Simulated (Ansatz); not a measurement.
# SrVO3: biaxial strain in the a-b plane

An exercise on one series of results from a longer session: the logs are not shown, and one member is left open.

Method: DFT PBE, scalar-relativistic, plane waves, PAW, in Ansatz 0.2.0.

**The starting structure**

Symmetry: Pm-3m, No. 221, cubic system. Conventional cell: a = 3.859 Å, b = 3.859 Å, c = 3.859 Å, α = 90.00°, β = 90.00°, γ = 90.00°. Around Sr (site symmetry m-3m) lie 12 O at 2.73 Å. V (site symmetry m-3m) has 6 O at 1.93 Å in its first shell of neighbours. O (site symmetry 4/mmm) is surrounded by 2 V at 1.93 Å and 4 Sr at 2.73 Å.

Coordinates:

```cif
data_structure
_symmetry_space_group_name_H-M 'Pm-3m'
_symmetry_Int_Tables_number 221
_cell_length_a 3.8589
_cell_length_b 3.8589
_cell_length_c 3.8589
_cell_angle_alpha 90.000
_cell_angle_beta 90.000
_cell_angle_gamma 90.000
_cell_volume 57.46
loop_
_atom_site_label
_atom_site_type_symbol
_atom_site_symmetry_multiplicity
_atom_site_Wyckoff_symbol
_atom_site_fract_x
_atom_site_fract_y
_atom_site_fract_z
_atom_site_occupancy
Sr1 Sr 1 b 0.50000 0.50000 0.50000 1
V1 V 1 a 0.00000 0.00000 0.00000 1
O1 O 3 d 0.50000 0.00000 0.00000 1
```

It is the result of an earlier relaxation at this level (volume 11.49 Å³/atom; gap on the mesh: none (metal), site moments up to 0.3 μB).

The unstrained cell comes from an earlier run at this level (5 atoms, E(σ→0) -8165.2513 eV, gap none (metal)).

The first run:

Contents of input.yaml:

```yaml
crystal:
  lattice:
    - [3.7816848469, 0.0, 0.0]
    - [0.0, 3.7816848469, 0.0]
    - [0.0, 0.0, 3.9051684337]
  atoms:
    - { symbol: Sr, position: [0.5, 0.5, 0.5] }
    - { symbol: V, position: [0.0, 0.0, 0.0], spin: 0.29 }
    - { symbol: O, position: [0.5, 0.0, 0.0] }
    - { symbol: O, position: [0.0, 0.5, 0.0] }
    - { symbol: O, position: [0.0, 0.0, 0.5] }
basis:
  ecutwfc: 420
kpoints:
  mp_grid: { grid: [10, 10, 10] }
hamiltonian:
  xc: pbe
scf:
  occupations: { method: gaussian, width: 0.1 }
output:
  forces: true
  stress: true
  eigenvalues: true
  populations: true
magnetization:
  spin_polarized: true
relax:
  adjacent_minimum: "off"
  f_tol: 0.008
  max_steps: 40
  cell: { stress_tol: 0.015, fix: [a, b, gamma] }
```

Launch:

```console
> ansatz run input.yaml --threads 1 --pin off --max-ram 2560MiB --backend cpu --events-out ev --progress --plain --runs-dir out
```

Among the steps run: Strain -2.0 %; At +2.0 %; Strain -4.0 %; The cell strained by +4.0 %; Strain -6.0 %; At +6.0 %.

One of the session's tables, all rows but one given; the rest of the session is left out.

Lengths are those of the vectors of the cell that was run; stresses in GPa:

| strain (%) | ΔE (meV/atom) | a (Å) | b (Å) | c (Å) | moment (μB/cell) |
| --- | --- | --- | --- | --- | --- |
| -6.0 | 111.2 | 3.627 | 3.627 | 4.068 | 0.21 |
| -4.0 | 46.0 | 3.705 | 3.705 | 3.985 | 0.20 |
| -2.0 | 10.6 | 3.782 | 3.782 | 3.918 | 0.29 |
| +0.0 | 0.0 | 3.859 | 3.859 | 3.859 | 0.34 |
| +2.0 | ? | ? | ? | ? | ? |
| +4.0 | 35.3 | 4.013 | 4.013 | 3.756 | 0.00 |
| +6.0 | 73.9 | 4.090 | 4.090 | 3.720 | 0.00 |

Estimate the missing values for strain (%) = +2.0.

Worked estimate for «ΔE (meV/atom)». A straight line through the neighbours (0.0, 0.0) and (4.0, 35.3) gives 0.0 + (35.3 − 0.0) × (2.0 − 0.0) / (4.0 − 0.0) = 17.6; a parabola fitted to 4 rows on both sides gives 9.4.

The run gave: ΔE (meV/atom): 9.4; a (Å): 3.936; b (Å): 3.936; c (Å): 3.808; moment (μB/cell): 0.34. In «ΔE (meV/atom)» the line misses by +8.2 and the parabola by 0.0.

ΔE is over the unstrained cell. Stress in GPa, positive in compression, on the Cartesian axes of the input. 

Caveats from the session: Warnings in the runs' records: seeded moment not kept.
